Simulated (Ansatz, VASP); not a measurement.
## Two plane-wave programs on Ti

```
CELL_PARAMETERS angstrom
3.25534 0.00000 0.00000
0.00000 3.25534 0.00000
0.00000 0.00000 18.88300
ATOMIC_POSITIONS crystal
Ti 0.50000 0.50000 0.37070
Ti 0.00000 0.00000 0.45690
Ti 0.50000 0.50000 0.53844
Ti 0.00000 0.00000 0.61851
```

Alike in both runs: functional PBE; k mesh 9 × 9 × 1; occupations gaussian, width 0.1 eV; no spin polarisation.

Ansatz relaxed the structure, and its values are those at the end. VASP's run is a single point on that final structure, the one shown.

|  | VASP | Ansatz |
| --- | --- | --- |
| version | VASP 6.6.1 | Ansatz 0.2.0 |
| potentials or method | VASP PAW PBE potentials, release 64 (Ti_sv) | scalar-relativistic, plane waves, PAW |
| plane-wave cutoff (eV) | 520 | 420 |
| valence electrons in the cell | 48 | 48 |

|  | VASP | Ansatz | Ansatz less VASP |
| --- | --- | --- | --- |
| gap on the k mesh at the Fermi level (eV) | none | none | - |
| rms of the force components (eV/Å) | 0.231 | 0.229 | -0.0014 |

A gap of «none» marks a metal or a gap that the smearing closes.
